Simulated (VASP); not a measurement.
**YN in VASP: one cell, several levels of theory**

YN built on the rocksalt prototype, under +4.0 % equal strain in all directions is computed at one geometry. Runs: PBE, r2SCAN. The results are then set beside those of Ansatz 0.2.0 for the same cell.

The runs shown are made with VASP 6.6.1. PAW datasets, plane waves. The values are computed, spin-unpolarised, and not measurements.

### 1 The system as given

The cell comes from an earlier relaxation with r2SCAN in another program.

The symmetry is Fm-3m (No. 225, cubic); conventional cell a = 5.092 Å, 16.50 Å³ an atom. Around Y lie 6 N at 2.55 Å; around N lie 6 Y at 2.55 Å.

Structure file:

```cif
data_structure
_symmetry_space_group_name_H-M 'P 1'
_symmetry_Int_Tables_number 1
_cell_length_a 3.6005
_cell_length_b 3.6005
_cell_length_c 3.6005
_cell_angle_alpha 60.000
_cell_angle_beta 60.000
_cell_angle_gamma 60.000
_cell_volume 33.01
loop_
_atom_site_label
_atom_site_type_symbol
_atom_site_fract_x
_atom_site_fract_y
_atom_site_fract_z
_atom_site_occupancy
Y1 Y 0.00000 0.00000 0.00000 1
N1 N 0.50000 0.50000 0.50000 1
```

### 2 PBE at this geometry

Contents of INCAR:

```
ENCUT = 520.000000
SIGMA = 0.020000
EDIFF = 1.00e-07
GGA = PE
PREC = Accurate
IBRION = -1
ISIF = 2
ISMEAR = -1
NBANDS = 15
NELM = 120
NSW = 0
LASPH = .TRUE.
LCHARG = .FALSE.
LWAVE = .FALSE.
LREAL = .FALSE.
```

Contents of KPOINTS:

```
KPOINTS created by Atomic Simulation Environment
0
Gamma
10 10 10
0 0 0
```

Contents of KPOINTS_OPT:

```
special points
7
Reciprocal
0.0000000000 0.0000000000 0.0000000000 1
0.5000000000 0.0000000000 0.5000000000 1
0.6250000000 0.2500000000 0.6250000000 1
0.3750000000 0.3750000000 0.7500000000 1
0.5000000000 0.5000000000 0.5000000000 1
0.5000000000 0.2500000000 0.7500000000 1
0.0000000000 0.5000000000 0.5000000000 1
```

Contents of POSCAR:

```
Y  N
 1.0000000000000000
     0.0000000000000000    2.5459700684000000    2.5459700684000000
     2.5459700684000000    0.0000000000000000    2.5459700684000000
     2.5459700684000000    2.5459700684000000    0.0000000000000000
 Y   N
   1   1
Cartesian
  0.0000000000000000  0.0000000000000000  0.0000000000000000
  2.5459700684000000  2.5459700684000000  2.5459700684000000
```

Potentials: the recommended PBE PAW datasets, 16 valence electrons in the neutral cell.

Started as:

```bash
$ mpirun -np 1 vasp_std
```

Standard output, without the iteration lines:

```text
POSCAR found type information on POSCAR Y N
 POSCAR found :  2 types and       2 ions
 LDA part: xc-table for (Slater+PW92), standard interpolation
 POSCAR, INCAR and KPOINTS ok, starting setup
 FFT: planning ... GRIDC
 FFT: planning ... GRID_SOFT
 FFT: planning ... GRID
 WAVECAR not read
 entering main loop
 Start KPOINTS_OPT (optional k-point list driver)
k-point batch [1-7\7]
```

OSZICAR:

```text
N       E                     dE             d eps       ncg     rms          rms(c)
DAV:   1     0.515831889660E+02    0.51583E+02   -0.82055E+03  1410   0.104E+03
DAV:   2    -0.187422995849E+02   -0.70325E+02   -0.63921E+02  1937   0.226E+02
DAV:   3    -0.217791122945E+02   -0.30368E+01   -0.30189E+01  1848   0.394E+01
DAV:   4    -0.218391693840E+02   -0.60057E-01   -0.60037E-01  1642   0.539E+00
DAV:   5    -0.218401883637E+02   -0.10190E-02   -0.10190E-02  1774   0.613E-01    0.244E+01
DAV:   6    -0.184465571304E+02    0.33936E+01   -0.97017E+00  1550   0.235E+01    0.281E+01
DAV:   7    -0.181068703932E+02    0.33969E+00   -0.63045E-01  1704   0.668E+00    0.203E+01
DAV:   8    -0.181174198865E+02   -0.10549E-01   -0.40745E-01  1897   0.556E+00    0.101E+01
DAV:   9    -0.180591108212E+02    0.58309E-01   -0.86302E-02  1743   0.290E+00    0.184E+00
DAV:  10    -0.180591382297E+02   -0.27409E-04   -0.81675E-03  1606   0.800E-01    0.555E-01
DAV:  11    -0.180591847201E+02   -0.46490E-04   -0.70715E-04  1920   0.221E-01    0.348E-01
DAV:  12    -0.180591524347E+02    0.32285E-04   -0.77660E-05  1620   0.773E-02    0.462E-02
DAV:  13    -0.180591534701E+02   -0.10355E-05   -0.53796E-06  1711   0.197E-02    0.119E-02
DAV:  14    -0.180591534508E+02    0.19379E-07   -0.26256E-07  1788   0.384E-03
   1 F= -.18059153E+02 E0= -.18059153E+02  d E =-.256329E-06
       N       E                     dE             ncg
DAV:   1    -0.241967561848E+03   -0.49324E+04      210
DAV:   2    -0.674208138173E+03   -0.43224E+03      273
DAV:   3    -0.694488679900E+03   -0.20281E+02      282
DAV:   4    -0.694983441716E+03   -0.49476E+00      232
DAV:   5    -0.694988439977E+03   -0.49983E-02      259
DAV:   6    -0.694988516126E+03   -0.76149E-04      238
DAV:   7    -0.694988517506E+03   -0.13803E-05      280
DAV:   8    -0.694988517531E+03   -0.25009E-07      183
```

The lines after F= are the extra pass for the points of KPOINTS_OPT, at fixed density; their E is not a total energy.

From OUTCAR:

```text
k-points           NKPTS =     47   k-points in BZ     NKDIM =     47   number of bands    NBANDS=     15

   NELECT =      16.0000    total number of electrons

   dimension x,y,z NGX =    28 NGY =   28 NGZ =   28
   dimension x,y,z NGXF=    56 NGYF=   56 NGZF=   56

  energy-cutoff  :      520.00
  volume of cell :       33.01
      direct lattice vectors                 reciprocal lattice vectors
     0.000000000  2.545970068  2.545970068    -0.196388797  0.196388797  0.196388797
     2.545970068  0.000000000  2.545970068     0.196388797 -0.196388797  0.196388797
     2.545970068  2.545970068  0.000000000     0.196388797  0.196388797 -0.196388797

 k-points in reciprocal lattice and weights: KPOINTS created by Atomic Simulation Env
   0.00000000  0.00000000  0.00000000       0.001
   0.10000000  0.00000000  0.00000000       0.008
   0.20000000  0.00000000  0.00000000       0.008
   0.30000000  0.00000000  0.00000000       0.008
   0.40000000  0.00000000  0.00000000       0.008
   0.50000000  0.00000000  0.00000000       0.004
   0.10000000  0.10000000  0.00000000       0.006
   0.20000000  0.10000000  0.00000000       0.024
[... 39 more k-points ...]

 E-fermi :   3.6355

 k-point     1 :       0.0000    0.0000    0.0000
  band No.  band energies     occupation
      1     -37.9277      2.00000
      2     -17.6476      2.00000
      3     -17.6476      2.00000
      4     -17.6476      2.00000
      5      -9.1448      2.00000
      6       3.4523      1.99979
      7       3.4523      1.99979
      8       3.4523      1.99979
      9       6.3882      0.00000
     10       6.3882      0.00000
     11       6.3882      0.00000
     12       6.5585      0.00000
     13       8.0796      0.00000
     14       8.0796      0.00000
     15      13.8848      0.00000

 k-point     2 :       0.1000    0.0000    0.0000
  band No.  band energies     occupation
      1     -37.9213      2.00000
      2     -17.7217      2.00000
      3     -17.6533      2.00000
      4     -17.6533      2.00000
      5      -9.0218      2.00000
      6       2.8413      2.00000
      7       3.1637      2.00000
      8       3.1637      2.00000
      9       6.4264      0.00000
     10       6.6002      0.00000
     11       6.6002      0.00000
     12       7.1750      0.00000
     13       8.5053      0.00000
     14       8.5053      0.00000
     15      14.4332      0.00000

 k-point     3 :       0.2000    0.0000    0.0000
  band No.  band energies     occupation
      1     -37.9045      2.00000
      2     -17.9084      2.00000
      3     -17.6683      2.00000
      4     -17.6683      2.00000
      5      -8.7008      2.00000
      6       1.7238      2.00000
      7       2.5721      2.00000
      8       2.5721      2.00000
      9       6.6007      0.00000
     10       7.1617      0.00000
     11       7.1617      0.00000
     12       8.3638      0.00000
     13       9.5273      0.00000
     14       9.5273      0.00000
     15      15.6804      0.00000

 k-point     4 :       0.3000    0.0000    0.0000
  band No.  band energies     occupation
      1     -37.8835      2.00000
      2     -18.1263      2.00000
      3     -17.6866      2.00000
      4     -17.6866      2.00000
      5      -8.3019      2.00000
      6       0.6896      2.00000
      7       2.0139      2.00000
      8       2.0139      2.00000
      9       7.0787      0.00000
     10       7.9540      0.00000
     11       7.9540      0.00000
     12       9.4214      0.00000
     13      10.7399      0.00000
     14      10.7399      0.00000
     15      16.1229      0.00000

 k-point     5 :       0.4000    0.0000    0.0000
  band No.  band energies     occupation
      1     -37.8665      2.00000
      2     -18.2937      2.00000
      3     -17.7012      2.00000
      4     -17.7012      2.00000
      5      -7.9721      2.00000
      6      -0.0271      2.00000
      7       1.6407      2.00000
      8       1.6407      2.00000
      9       7.8709      0.00000
     10       8.7489      0.00000
     11       8.7489      0.00000
     12       9.7581      0.00000
     13      11.8185      0.00000
     14      11.8185      0.00000
     15      15.5702      0.00000

[... the tables of k-points 6 to 47 left out ...]

  Total       -2.9117238     -2.9117238     -2.9117238      0.0000000      0.0000000      0.0000000
  in kB     -141.3418878   -141.3418878   -141.3418878      0.0000000      0.0000000      0.0000000
  external PRESSURE =    -141.3418878 kB  Pullay stress =       0.0000000 kB

 POSITION                                       TOTAL-FORCE (eV/Angst)
 -----------------------------------------------------------------------------------
      0.00000      0.00000      0.00000         0.000000      0.000000      0.000000
      2.54597      2.54597      2.54597         0.000000      0.000000     -0.000000
 -----------------------------------------------------------------------------------
    total drift:                                0.000000      0.000000      0.000000

  FREE ENERGIE OF THE ION-ELECTRON SYSTEM (eV)
  ---------------------------------------------------
  free  energy   TOTEN  =       -18.0591534508 eV

  energy  without entropy=      -18.0591531944  energy(sigma->0) =      -18.05915332
```

Hardware: 1 MPI rank of Intel Xeon Platinum 8488C, shared host.

The levels at the points of KPOINTS_OPT are read from vasprun.xml.

Band energies at the special points (eV, zero at the top of v, the last band that the electrons fill by count):

```tsv
point	v−1	v	c	c+1
Γ	0.00	0.00	2.94	2.94
X	-0.46	-0.46	0.37	6.04
U	-1.68	-1.20	2.33	5.61
K	-1.68	-1.20	2.33	5.61
L	-1.94	-1.94	5.08	5.66
W	-1.58	-1.58	3.69	3.69
```

PBE gives an indirect gap of 0.37 eV, from Γ to X; the least direct gap is 0.83 eV. Pressure: -14.13 GPa; the forces vanish within 0.01 eV/Å.

### 3 r2SCAN

Contents of INCAR:

```
ENCUT = 520.000000
SIGMA = 0.010000
EDIFF = 1.00e-07
ALGO = Normal
METAGGA = R2SCAN
PREC = Accurate
IBRION = -1
ISIF = 2
ISMEAR = 0
NBANDS = 15
NELM = 120
NSW = 0
LASPH = .TRUE.
LCHARG = .TRUE.
LELF = .TRUE.
LWAVE = .FALSE.
LREAL = .FALSE.
```

KPOINTS is that of step 2.

KPOINTS_OPT is that of step 2.

POSCAR is that of step 2.

Started as:

```bash
$ mpirun -np 1 vasp_std
```

Standard output, without the iteration lines:

```text
POSCAR found type information on POSCAR Y N
 POSCAR found :  2 types and       2 ions
 -----------------------------------------------------------------------------
|                                                                             |
|                                                                             |
|     You enforced a specific xc type in the INCAR file but a different       |
|     I HOPE YOU KNOW WHAT YOU ARE DOING!                                     |
|                                                                             |
 -----------------------------------------------------------------------------

 LDA part: xc-table for (None), standard interpolation
 POSCAR, INCAR and KPOINTS ok, starting setup
 FFT: planning ... GRIDC
 FFT: planning ... GRID_SOFT
 FFT: planning ... GRID
 WAVECAR not read
 entering main loop
 Start KPOINTS_OPT (optional k-point list driver)
k-point batch [1-7\7]
```

OSZICAR:

```text
N       E                     dE             d eps       ncg     rms          rms(c)
DAV:   1     0.334642003520E+02    0.33464E+02   -0.83687E+03  1410   0.107E+03
DAV:   2    -0.382263915290E+02   -0.71691E+02   -0.65240E+02  1930   0.231E+02
DAV:   3    -0.413968810363E+02   -0.31705E+01   -0.31422E+01  1868   0.406E+01
DAV:   4    -0.414593183624E+02   -0.62437E-01   -0.62423E-01  1557   0.562E+00
DAV:   5    -0.414602125532E+02   -0.89419E-03   -0.89418E-03  1795   0.562E-01    0.251E+01
DAV:   6    -0.330529349099E+02    0.84073E+01   -0.65232E+00  1648   0.214E+01    0.267E+01
DAV:   7    -0.332313735172E+02   -0.17844E+00   -0.38325E-01  1676   0.553E+00    0.182E+01
DAV:   8    -0.332504410623E+02   -0.19068E-01   -0.19543E-01  1803   0.399E+00    0.268E+00
DAV:   9    -0.332465579055E+02    0.38832E-02   -0.18730E-02  1746   0.115E+00    0.878E-01
DAV:  10    -0.332470283611E+02   -0.47046E-03   -0.12974E-03  1557   0.388E-01    0.850E-02
DAV:  11    -0.332470011058E+02    0.27255E-04   -0.13415E-04  1655   0.120E-01    0.862E-02
DAV:  12    -0.332470284407E+02   -0.27335E-04   -0.41588E-05  1620   0.705E-02    0.149E-02
DAV:  13    -0.332470277693E+02    0.67139E-06   -0.47595E-06  1753   0.188E-02    0.520E-03
DAV:  14    -0.332470276576E+02    0.11173E-06   -0.22713E-07  1850   0.335E-03    0.259E-03
DAV:  15    -0.332470276092E+02    0.48371E-07   -0.15863E-07  1727   0.305E-03
   1 F= -.33247028E+02 E0= -.33247028E+02  d E =-.481529E-14
       N       E                     dE             ncg
DAV:   1    -0.294854976134E+03   -0.49853E+04      210
DAV:   2    -0.747815686688E+03   -0.45296E+03      273
DAV:   3    -0.768875476330E+03   -0.21060E+02      289
DAV:   4    -0.769426466597E+03   -0.55099E+00      232
DAV:   5    -0.769432605559E+03   -0.61390E-02      266
DAV:   6    -0.769432710883E+03   -0.10532E-03      231
DAV:   7    -0.769432712886E+03   -0.20024E-05      273
DAV:   8    -0.769432712924E+03   -0.38424E-07      197
```

OUTCAR, selected sections:

```text
k-points           NKPTS =     47   k-points in BZ     NKDIM =     47   number of bands    NBANDS=     15

   NELECT =      16.0000    total number of electrons

   dimension x,y,z NGX =    28 NGY =   28 NGZ =   28
   dimension x,y,z NGXF=    56 NGYF=   56 NGZF=   56

  energy-cutoff  :      520.00
  volume of cell :       33.01
      direct lattice vectors                 reciprocal lattice vectors
     0.000000000  2.545970068  2.545970068    -0.196388797  0.196388797  0.196388797
     2.545970068  0.000000000  2.545970068     0.196388797 -0.196388797  0.196388797
     2.545970068  2.545970068  0.000000000     0.196388797  0.196388797 -0.196388797

 k-points in reciprocal lattice and weights: KPOINTS created by Atomic Simulation Env
   0.00000000  0.00000000  0.00000000       0.001
   0.10000000  0.00000000  0.00000000       0.008
   0.20000000  0.00000000  0.00000000       0.008
   0.30000000  0.00000000  0.00000000       0.008
   0.40000000  0.00000000  0.00000000       0.008
   0.50000000  0.00000000  0.00000000       0.004
   0.10000000  0.10000000  0.00000000       0.006
   0.20000000  0.10000000  0.00000000       0.024
[... 39 more k-points ...]

 E-fermi :   3.3695

 k-point     1 :       0.0000    0.0000    0.0000
  band No.  band energies     occupation
      1     -39.4147      2.00000
      2     -18.4739      2.00000
      3     -18.4739      2.00000
      4     -18.4739      2.00000
      5     -10.0288      2.00000
      6       3.3226      2.00000
      7       3.3226      2.00000
      8       3.3226      2.00000
      9       6.6889      0.00000
     10       6.6889      0.00000
     11       6.6889      0.00000
     12       7.0900      0.00000
     13       8.4197      0.00000
     14       8.4197      0.00000
     15      14.5223      0.00000

 k-point     2 :       0.1000    0.0000    0.0000
  band No.  band energies     occupation
      1     -39.4081      2.00000
      2     -18.5504      2.00000
      3     -18.4793      2.00000
      4     -18.4793      2.00000
      5      -9.9059      2.00000
      6       2.7410      2.00000
      7       3.0355      2.00000
      8       3.0355      2.00000
      9       6.7448      0.00000
     10       6.9051      0.00000
     11       6.9051      0.00000
     12       7.6756      0.00000
     13       8.8544      0.00000
     14       8.8544      0.00000
     15      15.0730      0.00000

 k-point     3 :       0.2000    0.0000    0.0000
  band No.  band energies     occupation
      1     -39.3907      2.00000
      2     -18.7430      2.00000
      3     -18.4934      2.00000
      4     -18.4934      2.00000
      5      -9.5858      2.00000
      6       1.6307      2.00000
      7       2.4370      2.00000
      8       2.4370      2.00000
      9       6.9355      0.00000
     10       7.4809      0.00000
     11       7.4809      0.00000
     12       8.8793      0.00000
     13       9.9102      0.00000
     14       9.9102      0.00000
     15      16.3108      0.00000

 k-point     4 :       0.3000    0.0000    0.0000
  band No.  band energies     occupation
      1     -39.3692      2.00000
      2     -18.9677      2.00000
      3     -18.5107      2.00000
      4     -18.5107      2.00000
      5      -9.1900      2.00000
      6       0.5867      2.00000
      7       1.8651      2.00000
      8       1.8651      2.00000
      9       7.4293      0.00000
     10       8.2951      0.00000
     11       8.2951      0.00000
     12       9.9611      0.00000
     13      11.1739      0.00000
     14      11.1739      0.00000
     15      16.7258      0.00000

 k-point     5 :       0.4000    0.0000    0.0000
  band No.  band energies     occupation
      1     -39.3516      2.00000
      2     -19.1401      2.00000
      3     -18.5246      2.00000
      4     -18.5246      2.00000
      5      -8.8651      2.00000
      6      -0.1376      2.00000
      7       1.4806      2.00000
      8       1.4806      2.00000
      9       8.2452      0.00000
     10       9.1135      0.00000
     11       9.1135      0.00000
     12      10.2565      0.00000
     13      12.2978      0.00000
     14      12.2978      0.00000
     15      16.2875      0.00000

[... the tables of k-points 6 to 47 left out ...]

  Total       -3.2191114     -3.2191114     -3.2191114     -0.0000000     -0.0000000      0.0000000
  in kB     -156.2631984   -156.2631984   -156.2631984     -0.0000000     -0.0000000      0.0000000
  external PRESSURE =    -156.2631984 kB  Pullay stress =       0.0000000 kB

 POSITION                                       TOTAL-FORCE (eV/Angst)
 -----------------------------------------------------------------------------------
      0.00000      0.00000      0.00000        -0.000000      0.000000     -0.000000
      2.54597      2.54597      2.54597         0.000000     -0.000000      0.000000
 -----------------------------------------------------------------------------------
    total drift:                                0.000000      0.000000      0.000000

  FREE ENERGIE OF THE ION-ELECTRON SYSTEM (eV)
  ---------------------------------------------------
  free  energy   TOTEN  =       -33.2470276092 eV

  energy  without entropy=      -33.2470276092  energy(sigma->0) =      -33.24702761
```

Hardware: 1 MPI rank of Intel Xeon Platinum 8488C, shared host.

The levels at the points of KPOINTS_OPT are read from vasprun.xml.

Levels at the named points, in eV from the top of band v (v: the last filled band by count, c: the next):

```tsv
point	v−1	v	c	c+1
Γ	0.00	0.00	3.37	3.37
X	-0.48	-0.48	0.76	6.56
U	-1.70	-1.23	2.74	6.15
K	-1.70	-1.23	2.74	6.15
L	-1.98	-1.98	5.62	6.17
W	-1.58	-1.58	4.14	4.14
```

Gap with r2SCAN: 0.76 eV, valence top at Γ, conduction bottom at X. Least direct gap: 1.24 eV. Pressure: -15.63 GPa; the forces vanish within 0.01 eV/Å.

Axes a, b and c in the maps are those of this run's conventional cell (a, b, c = 5.092, 5.092, 5.092 Å).

Density in a lattice plane of the grid's cell (edges 5.09 and 5.09 Å, at 0.000 of the third edge), which holds Y and N.

Ten even steps from '0' (0.08 e/Å³) to '9' (4.87 e/Å³):
```
886310001246664210001368
654210000123432100001245
321100000011111000000112
100000000000000000000000
000000000000000000000000
000000000000100000000000
111000000112321100000011
432100001245654210000123
664210001368886310001246
775210002479997420001257
664210001368886310001246
432100001245654210000123
111000000112321100000011
000000000000100000000000
000000000000000000000000
100000000000000000000000
321100000011111000000112
654210000123432100001245
886310001246664210001368
997420001257775210002479
```
Columns run along the first of these edges and rows up along the second, over one cell in 24 and 20 even steps from the bottom left corner. Atoms in the plane (fractional): Y at (0.00, 0.00), Y at (0.50, 0.50), N at (0.00, 0.50), N at (0.50, 0.00).

ELF in the same plane.

Values, 12 rows by 12 columns:
```
0.69 0.71 0.47 0.12 0.72 0.81 0.69 0.81 0.72 0.12 0.47 0.71
0.59 0.47 0.14 0.11 0.55 0.72 0.76 0.72 0.55 0.11 0.14 0.47
0.14 0.12 0.11 0.08 0.11 0.12 0.14 0.12 0.11 0.08 0.11 0.12
0.76 0.72 0.55 0.11 0.14 0.47 0.59 0.47 0.14 0.11 0.55 0.72
0.69 0.81 0.72 0.12 0.47 0.71 0.69 0.71 0.47 0.12 0.72 0.81
0.08 0.69 0.76 0.14 0.59 0.69 0.57 0.69 0.59 0.14 0.76 0.69
0.69 0.81 0.72 0.12 0.47 0.71 0.69 0.71 0.47 0.12 0.72 0.81
0.76 0.72 0.55 0.11 0.14 0.47 0.59 0.47 0.14 0.11 0.55 0.72
0.14 0.12 0.11 0.08 0.11 0.12 0.14 0.12 0.11 0.08 0.11 0.12
0.59 0.47 0.14 0.11 0.55 0.72 0.76 0.72 0.55 0.11 0.14 0.47
0.69 0.71 0.47 0.12 0.72 0.81 0.69 0.81 0.72 0.12 0.47 0.71
0.57 0.69 0.59 0.14 0.76 0.69 0.08 0.69 0.76 0.14 0.59 0.69
```
Columns run along the first of these edges and rows up along the second, over one cell in 12 and 12 even steps from the bottom left corner. Atoms in the plane (fractional): Y at (0.00, 0.00), Y at (0.50, 0.50), N at (0.00, 0.50), N at (0.50, 0.00).

Both are smooth fields of the valence electrons: close to the nuclei they are not physical.

The highest ELF values outside the cores: 0.83 in the shell around N, 0.7 Å from N.

### 4 Results

| level | gap (eV) | pressure (GPa) | Ansatz: gap (eV) | Ansatz: pressure (GPa) |
| --- | --- | --- | --- | --- |
| PBE | 0.37 | -14.13 | 0.37 | -14.03 |
| r2SCAN | 0.76 | -15.63 | 0.74 | -15.61 |

The gap runs from 0.37 eV (PBE) to 0.76 eV (r2SCAN). The pressure is highest with PBE (-14.1 GPa) and lowest with r2SCAN (-15.6 GPa), which orders the cells that they would relax to. The two programs agree on the gap within 0.03 eV, far less than the spread between functionals. The two codes have different PAW datasets and cutoffs.
